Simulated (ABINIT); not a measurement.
Crystal: SbPt.

```xyz
4
Lattice="4.1200 0.0000 0.0000 -2.0600 3.5680 0.0000 0.0000 0.0000 5.4700" Properties=species:S:1:pos:R:3 pbc="T T T"
Pt    0.0000    0.0000    2.7350
Pt    0.0000    0.0000    0.0000
Sb    2.0600    1.1893    4.1025
Sb    0.0000    2.3787    1.3675
```

Base run:

```yaml
Program: ABINIT 10.8.3 (patched build)
Functional: LDA
Potentials_or_basis: JTH PAW LDA v2.0 sp
Cutoff: 408 eV
k_mesh: 6 × 6 × 4
Occupations: fermi-dirac, width 0.05 eV
Spin: no spin polarisation
```

Its results: band gap on the k mesh none (metal or under the smearing width); pressure 2.7 GPa.

**Question.** The run is repeated on the same cell with these changes: functional from LDA to PBEsol; potentials or basis from JTH PAW LDA v2.0 sp to PseudoDojo NC SR PBEsol v0.4.1 standard; cutoff from 408 eV to 1143 eV; valence electrons from 30 to 66. What comes out?

**Answer.** Band gap on the k mesh none (metal or under the smearing width); pressure 3.7 GPa.

Caveats: the cutoff is short for stress, so the pressure is rough (some runs); this set keeps more shells in the core, which shifts pressures and gaps (some runs).
